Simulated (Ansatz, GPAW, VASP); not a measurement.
# One calculation of Pt, 4 ways

```
Pt
1.0
     0.00000    1.96090    1.96090
     1.96090    0.00000    1.96090
     1.96090    1.96090    0.00000
Pt
1
Direct
  0.00000 0.00000 0.00000
```

Alike in all runs: task single point; functional PBEsol; k mesh 12 × 12 × 12; occupations gaussian, width 0.1 eV; no spin polarisation; no spin-orbit coupling. Pressure is positive in compression and, in plane waves, holds the error of the finite cutoff, which Ansatz's Pulay term estimates and takes out.

| program and potentials | plane-wave cutoff (eV) | notes | band gap (eV) | pressure (GPa) |
| --- | --- | --- | --- | --- |
| Ansatz, Ansatz PAW | 420 | potentials made for PBE, which Ansatz adapts in part; 18 valence electrons an atom on average; Pulay term of +0.06 GPa included | no gap | -0.64 |
| Ansatz, all-electron LAPW, scalar-relativistic | - | - | no gap | -0.67 |
| GPAW, PAW data sets generated for this functional | 600 | 16 valence electrons an atom on average | no gap | -0.95 |
| VASP, PBE PAW files Pt, 500 eV | 500 | potentials made for PBE; 10 valence electrons an atom on average | ? | ? |

Task: Estimate from the other rows what the run with VASP, PBE PAW files Pt, 500 eV gave.

Result: No band gap; pressure -1.03 GPa. The other rows, which needn't bracket it: pressure -0.95 to -0.64.
